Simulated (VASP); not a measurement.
# InSe (P6_3/mmc) in VASP: notebook

Aim: see how the results for InSe move with the level of theory and the settings. Levels: PBE, HSE06, LDA. Tasks: single point.

Program: VASP 6.6.1. These are calculated values, not measurements. Logs are shortened: lines on timing, memory, paths and dates and some standing lists are left out, and cuts for length are marked.

## 1. The structure

It takes space group P6_3/mmc (No. 194, hexagonal). The conventional cell has a = 4.032 Å, b = 4.032 Å, c = 16.747 Å, α = 90.00°, β = 90.00°, γ = 120.00°. In (site symmetry 3m) has 3 Se at 2.66 Å and 1 In at 2.79 Å as nearest neighbours. Se (site symmetry 3m) is surrounded by 3 In at 2.66 Å.

The cell was built by a generator and needn't be a form met in nature.

## 2. Single point, PBE, non-collinear spin, zero start, spin-orbit coupling

Input file INCAR:

```
SYSTEM = InSe
  ALGO = Fast
  EDIFF = 1E-6
  ENCUT = 400
  GGA = PE
  GGA_COMPAT = .FALSE.
  ISIF = 2
  ISMEAR = 0
  LASPH = .TRUE.
  LCHARG = .FALSE.
  LNONCOLLINEAR = .TRUE.
  LORBIT = 11
  LREAL = .FALSE.
  LSORBIT = .TRUE.
  LWAVE = .FALSE.
  MAGMOM = 0 0 0 0 0 0 0 0 0 0 0 0 0 0 0 0 0 0 0 0 0 0 0 0
  NBANDS = 94
  NELM = 80
  PREC = Accurate
  SIGMA = 0.02
```

Input file KPOINTS:

```
k-points
0
G
  6 6 1
  0 0 0
```

Input file POSCAR:

```
InSe
1.0
    4.0321066000      0.0000000000      0.0000000000
   -2.0160533000      3.4919067000      0.0000000000
    0.0000000000      0.0000000000     16.7472324000
In Se
4 4
Direct
    0.3333334000      0.6666667000      0.1666036000
    0.6666666000      0.3333334000      0.6666036000
    0.3333334000      0.6666667000      0.3333964000
    0.6666666000      0.3333334000      0.8333964000
    0.3333334000      0.6666667000      0.5896630000
    0.6666666000      0.3333334000      0.0896629000
    0.3333334000      0.6666667000      0.9103370000
    0.6666666000      0.3333334000      0.4103371000
```

Potentials or basis: VASP PAW PBE potentials, release 64 (In_d, Se).

On the command line:

```bash
cat potpaw_PBE.64/In_d/POTCAR potpaw_PBE.64/Se/POTCAR > POTCAR
mpirun -np 1 vasp_ncl > vasp.out
```

OUTCAR:

```text
SYSTEM = InSe
   EDIFF = 1E-6
   ENCUT = 400
   GGA = PE
   ISIF = 2
   ISMEAR = 0
   LASPH = .TRUE.
   LNONCOLLINEAR = .TRUE.
   LORBIT = 11
   LREAL = .FALSE.
   LSORBIT = .TRUE.
   NELM = 80
   PREC = Accurate

 ion  position               nearest neighbor table
   1  0.333  0.667  0.167-   6 2.66   6 2.66   6 2.66   3 2.79
   2  0.667  0.333  0.667-   5 2.66   5 2.66   5 2.66   4 2.79
   3  0.333  0.667  0.333-   8 2.66   8 2.66   8 2.66   1 2.79
   4  0.667  0.333  0.833-   7 2.66   7 2.66   7 2.66   2 2.79
   5  0.333  0.667  0.590-   2 2.66   2 2.66   2 2.66
   6  0.667  0.333  0.090-   1 2.66   1 2.66   1 2.66
   7  0.333  0.667  0.910-   4 2.66   4 2.66   4 2.66
   8  0.667  0.333  0.410-   3 2.66   3 2.66   3 2.66

  LATTYP: Found a hexagonal cell.
 ALAT       =     4.0321066000
 C/A-ratio  =     4.1534696528

  Lattice vectors:

 A1 = (   4.0321066000,   0.0000000000,   0.0000000000)
 A2 = (  -2.0160533000,   3.4919067000,   0.0000000000)
 A3 = (   0.0000000000,   0.0000000000,  16.7472324000)

Analysis of symmetry for initial positions (statically):
=====================================================================
 Subroutine PRICEL returns:
 Original cell was already a primitive cell.

 Routine SETGRP: Setting up the symmetry group for a
 hexagonal supercell.

 Subroutine GETGRP returns: Found 24 space group operations
 (whereof 12 operations were pure point group operations)
 out of a pool of 24 trial point group operations.

The static configuration has the point symmetry D_3d.
 The point group associated with its full space group is D_6h.

Analysis of symmetry for dynamics (positions and initial velocities):
=====================================================================
 Subroutine PRICEL returns:
 Original cell was already a primitive cell.

 Routine SETGRP: Setting up the symmetry group for a
 hexagonal supercell.

 Subroutine GETGRP returns: Found 24 space group operations
 (whereof 12 operations were pure point group operations)
 out of a pool of 24 trial point group operations.

The dynamic configuration has the point symmetry D_3d.
 The point group associated with its full space group is D_6h.

Analysis of structural, dynamic, and magnetic symmetry:
=====================================================================
 Subroutine PRICEL returns:
 Original cell was already a primitive cell.

 Routine SETGRP: Setting up the symmetry group for a
 hexagonal supercell.

 Subroutine GETGRP returns: Found 24 space group operations
[... 821 lines left out ...]
      2.01605      1.16397     13.95708        -0.000000      0.000000     -0.015742
      0.00000      2.32794      9.87522         0.000000     -0.000000      0.037268
      2.01605      1.16397      1.50161        -0.000000      0.000000      0.037268
      0.00000      2.32794     15.24563         0.000000     -0.000000     -0.037268
      2.01605      1.16397      6.87201        -0.000000      0.000000     -0.037268
 -----------------------------------------------------------------------------------
    total drift:                                0.000205     -0.000326      0.000034

  FREE ENERGIE OF THE ION-ELECTRON SYSTEM (eV)
  ---------------------------------------------------
  free  energy   TOTEN  =       -28.4961750310 eV

  energy  without entropy=      -28.4961750310  energy(sigma->0) =      -28.49617503

 Spin-Orbit-Coupling matrix elements

 Ion:    1  E_soc:     -0.0703333
 l=   1
     0.0000000    -0.0054946    -0.0049616
    -0.0054946     0.0000000    -0.0054946
    -0.0049616    -0.0054946     0.0000000
 l=   2
     0.0000000    -0.0012699     0.0000000    -0.0012699    -0.0051225
    -0.0012699     0.0000000    -0.0038835    -0.0012469    -0.0012699
     0.0000000    -0.0038835     0.0000000    -0.0038835     0.0000000
    -0.0012699    -0.0012469    -0.0038835     0.0000000    -0.0012699
    -0.0051225    -0.0012699     0.0000000    -0.0012699     0.0000000
 l=   3
     0.0000000     0.0000000     0.0000000     0.0000000     0.0000000     0.0000000     0.0000000
     0.0000000     0.0000000     0.0000000     0.0000000     0.0000000     0.0000000     0.0000000
     0.0000000     0.0000000     0.0000000     0.0000000     0.0000000     0.0000000     0.0000000
     0.0000000     0.0000000     0.0000000     0.0000000     0.0000000     0.0000000     0.0000000
[... 129 lines left out ...]
 l=   2
     0.0000000     0.0000000     0.0000000     0.0000000    -0.0000017
     0.0000000     0.0000000     0.0000008     0.0000033     0.0000000
     0.0000000     0.0000008     0.0000000     0.0000008     0.0000000
     0.0000000     0.0000033     0.0000008     0.0000000     0.0000000
    -0.0000017     0.0000000     0.0000000     0.0000000     0.0000000
 l=   3
     0.0000000     0.0000000     0.0000000     0.0000000     0.0000000     0.0000000     0.0000000
     0.0000000     0.0000000     0.0000000     0.0000000     0.0000000     0.0000000     0.0000000
     0.0000000     0.0000000     0.0000000     0.0000000     0.0000000     0.0000000     0.0000000
     0.0000000     0.0000000     0.0000000     0.0000000     0.0000000     0.0000000     0.0000000
     0.0000000     0.0000000     0.0000000     0.0000000     0.0000000     0.0000000     0.0000000
     0.0000000     0.0000000     0.0000000     0.0000000     0.0000000     0.0000000     0.0000000
     0.0000000     0.0000000     0.0000000     0.0000000     0.0000000     0.0000000     0.0000000

 total charge

# of ion       s       p       d       tot
------------------------------------------
    1        0.858   0.658   9.882  11.398
    2        0.858   0.658   9.882  11.398
    3        0.858   0.658   9.882  11.398
    4        0.858   0.658   9.882  11.398
    5        1.473   2.333   0.022   3.828
    6        1.473   2.333   0.022   3.828
    7        1.473   2.333   0.022   3.828
    8        1.473   2.333   0.022   3.828
--------------------------------------------------
tot          9.325  11.963  39.617  60.905

 magnetization (x)

# of ion       s       p       d       tot
------------------------------------------
    1        0.000  -0.000   0.000  -0.000
    2        0.000   0.000  -0.000   0.000
    3        0.000   0.000  -0.000   0.000
    4        0.000  -0.000   0.000  -0.000
    5       -0.000   0.000  -0.000   0.000
    6       -0.000  -0.000   0.000  -0.000
    7       -0.000  -0.000   0.000  -0.000
    8        0.000   0.000  -0.000   0.000
--------------------------------------------------
tot          0.000   0.000  -0.000   0.000

 magnetization (y)

# of ion       s       p       d       tot
------------------------------------------
    1        0.000   0.000   0.000   0.000
    2        0.000   0.000   0.000   0.000
    3        0.000  -0.000   0.000  -0.000
    4        0.000  -0.000   0.000  -0.000
    5        0.000   0.000   0.000   0.000
    6        0.000   0.000   0.000   0.000
    7        0.000   0.000   0.000   0.000
    8        0.000   0.000   0.000   0.000
--------------------------------------------------
tot          0.000  -0.000   0.000  -0.000

 magnetization (z)

# of ion       s       p       d       tot
------------------------------------------
    1        0.000   0.000   0.000   0.000
    2        0.000   0.000   0.000   0.000
    3        0.000   0.000   0.000   0.000
    4        0.000   0.000   0.000   0.000
    5        0.000   0.000   0.000   0.000
    6        0.000   0.000   0.000   0.000
    7        0.000   0.000   0.000   0.000
    8        0.000   0.000   0.000   0.000
--------------------------------------------------
tot          0.000   0.000   0.000   0.000
```

stdout:

```text
POSCAR found type information on POSCAR InSe
 POSCAR found :  2 types and       8 ions
 scaLAPACK will be used
 LDA part: xc-table for (Slater+PW92), standard interpolation
 POSCAR, INCAR and KPOINTS ok, starting setup
 FFT: planning ... GRIDC
 FFT: planning ... GRID_SOFT
 FFT: planning ... GRID
 WAVECAR not read
 entering main loop
```

Run time: 5.8 min. Hardware: 1 thread of Intel Xeon Platinum 8488C (Sapphire Rapids), shared host; peak memory 0.67 GiB.

What came out:

```
Free energy                                           : -28.4962 eV
Pressure                                              : 1.8 GPa
Largest force                                         : 0.037 eV/Å
Net moment                                            : 0.00 μB per cell
Valence electrons inside the program's atomic spheres : In 11.40; Se 3.83
```

Forces in eV/Å, atoms in the order of the input:
```
In   0.000  0.000  0.016
In   0.000  0.000  0.016
In   0.000  0.000 -0.016
In   0.000  0.000 -0.016
Se   0.000  0.000  0.037
Se   0.000  0.000  0.037
Se   0.000  0.000 -0.037
Se   0.000  0.000 -0.037
```

Moments on the atoms (μB; x, y, z):
```
In  0.00 0.00 0.00
In  0.00 0.00 0.00
In  0.00 0.00 0.00
In  0.00 0.00 0.00
Se  0.00 0.00 0.00
Se  0.00 0.00 0.00
Se  0.00 0.00 0.00
Se  0.00 0.00 0.00
```

Caveat: the k mesh is coarse (spacing up to 0.38 Å⁻¹), so the values aren't converged; this functional lacks dispersion, which binds the layers, so the pressure and a relaxed spacing across them are unreliable.

## 3. Single point, HSE06

POSCAR is that of step 2.

Input file INCAR.step1:

```
PREC = Accurate ; ENCUT = 400
EDIFF = 1E-5 ; ISMEAR = 0
SIGMA = 0.02 ; LREAL = False
LASPH = True ; NELM = 100
ALGO = Normal ; ISIF = 2
LWAVE = True ; LCHARG = False
NBANDS = 48 ; GGA = PE
```

Input file INCAR.step2:

```
PREC = Accurate ; ENCUT = 400
EDIFF = 1E-6 ; ISMEAR = 0
SIGMA = 0.02 ; LREAL = False
LASPH = True ; NELM = 100
ALGO = Normal ; ISIF = 2
LWAVE = False ; LCHARG = False
GGA = PE ; LHFCALC = True
HFSCREEN = 0.2 ; PRECFOCK = Normal
NBANDS = 48 ; ISTART = 1
```

Input file KPOINTS:

```
Automatic mesh
0
Gamma
  2 2 1
```

Potentials or basis: VASP PAW PBE potentials, release 64 (In_d, Se).

On the command line:

```bash
cat potpaw_PBE.64/In_d/POTCAR potpaw_PBE.64/Se/POTCAR > POTCAR
cp INCAR.step1 INCAR
mpirun -np 1 vasp_std > vasp.out
cp INCAR.step2 INCAR
mpirun -np 1 vasp_std > vasp.out
```

Run time: 5.9 min. Hardware: 1 thread of Intel Xeon Platinum 8375C at 2.90GHz (Ice Lake), shared host; peak memory 0.43 GiB.

It converged, with:

```yaml
Free_energy: -32.3790 eV
Pressure: 1.8 GPa
Largest_force: 0.135 eV/Å
Band_gap_on_the_k_mesh: 1.13 eV, direct
```

Forces on the atoms (eV/Å):
```
In   0.000  0.000 -0.018
In   0.000  0.000 -0.018
In   0.000  0.000  0.018
In   0.000  0.000  0.018
Se   0.000  0.000  0.135
Se   0.000  0.000  0.135
Se   0.000  0.000 -0.135
Se   0.000  0.000 -0.135
```

Stress tensor (GPa, compression positive):
```
 2.83  0.00  0.00
 0.00  2.83  0.00
 0.00  0.00 -0.36
```

Levels at points of the mesh, in eV from the valence-band top:
| k point | band 36 | band 37 | band 38 | band 39 | band 40 | band 41 |
| --- | --- | --- | --- | --- | --- | --- |
| (0.00, 0.00, 0.00) | -1.35 | -1.35 | 0.00 | 1.13 | 2.56 | 2.93 |
| (0.50, 0.00, 0.00) | -2.28 | -2.28 | -1.49 | 1.74 | 1.84 | 2.53 |

Caveat: the k mesh is coarse (spacing up to 0.90 Å⁻¹), so the values aren't converged, least of all with exact exchange; the PAW data sets were made with another functional, which shifts forces and pressure a little; spin-orbit coupling is left out, which moves the levels of the heavy elements; this functional lacks dispersion, which binds the layers, so the pressure and a relaxed spacing across them are unreliable.

(Part 1 of 2 ends here.)
